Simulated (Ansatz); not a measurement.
# Si6W: the cost of one run

Method: DFT PBEsol, scalar-relativistic, plane waves, PAW, in Ansatz 0.2.0.

1 further run of the same task is left out (set aside as unsound or not needed).

## 1. The structure to begin with

Symmetry: P3m1, No. 156, trigonal system. Conventional cell: a = 3.825 Å, b = 3.825 Å, c = 26.121 Å, α = 90.00°, β = 90.00°, γ = 120.00°. Si (site symmetry 3m) is surrounded by 3 Si at 2.35 Å. Si (site symmetry 3m) is surrounded by 4 Si at 2.35 to 2.37 Å. Around Si (site symmetry 3m) lie 4 Si at 2.34 to 2.37 Å. Around Si (site symmetry 3m) lie 4 Si at 2.34 to 2.39 Å. Si (site symmetry 3m) is surrounded by 4 Si at 2.31 to 2.39 Å and 1 W at 2.73 Å. Si (site symmetry 3m) has 3 Si at 2.31 Å and 3 W at 3.02 Å as nearest neighbours. W (site symmetry 3m) is surrounded by 4 Si at 2.73 to 3.02 Å.

Structure file:

```xyz
7
Lattice="3.8249 0.0000 0.0000 -1.9124 3.3125 0.0000 0.0000 0.0000 26.1211" Properties=species:S:1:pos:R:3 pbc="T T T"
Si    1.9124    1.1042    8.5000
Si    0.0000    2.2083    9.2968
Si    0.0000    2.2083   11.6622
Si    1.9124    1.1042   12.4243
Si    1.9124    1.1042   14.8176
Si    0.0000    2.2083   15.4882
W     0.0000    4.4166   17.5482
```

## 2. W over the place (2/6, 4/6) of the surface cell, its height relaxed

File input.yaml:

```yaml
crystal:
  lattice:
    - [3.8248883545, 0.0, 0.0]
    - [-1.9124441773, 3.3124504817, 0.0]
    - [0.0, 0.0, 26.1211317213]
  atoms:
    - { symbol: Si, position: [0.6666666667, 0.3333333333, 0.325407034] }
    - { symbol: Si, position: [0.3333333333, 0.6666666667, 0.3559122531] }
    - { symbol: Si, position: [0.3333333333, 0.6666666667, 0.44646421] }
    - { symbol: Si, position: [0.6666666667, 0.3333333333, 0.4756407863] }
    - { symbol: Si, position: [0.6666666667, 0.3333333333, 0.5672640819] }
    - { symbol: Si, position: [0.3333333333, 0.6666666667, 0.592936641] }
    - { symbol: W, position: [0.6666666667, 1.3333333333, 0.6717999927], spin: 4.0 }
basis:
  ecutwfc: 420
kpoints:
  mp_grid: { grid: [9, 9, 1] }
hamiltonian:
  xc: pbesol
scf:
  occupations: { method: gaussian, width: 0.05 }
output:
  forces: true
  eigenvalues: true
  populations: true
  write_density: true
  write_potential: true
  elf: true
  volumetric_format: npy
magnetization:
  spin_polarized: true
relax:
  adjacent_minimum: "off"
  f_tol: 0.02
  max_steps: 25
  constraints: [{ sites: [0, 1, 2, 3, 4, 5] }, { site: 6, fix: xy }]
efield:
  axis: 3
  dipole_correction: true
  ramp_width: 0.04
```

Started as:

```bash
> ansatz run input.yaml --threads 1 --pin off --max-ram 2560MiB --backend cpu --events-out ev --progress --plain --runs-dir out
```

Q: Estimate wall time and peak memory on 1 thread of Arm Neoverse V2, shared host.

About 3.4 min, with a peak of 0.65 GiB.
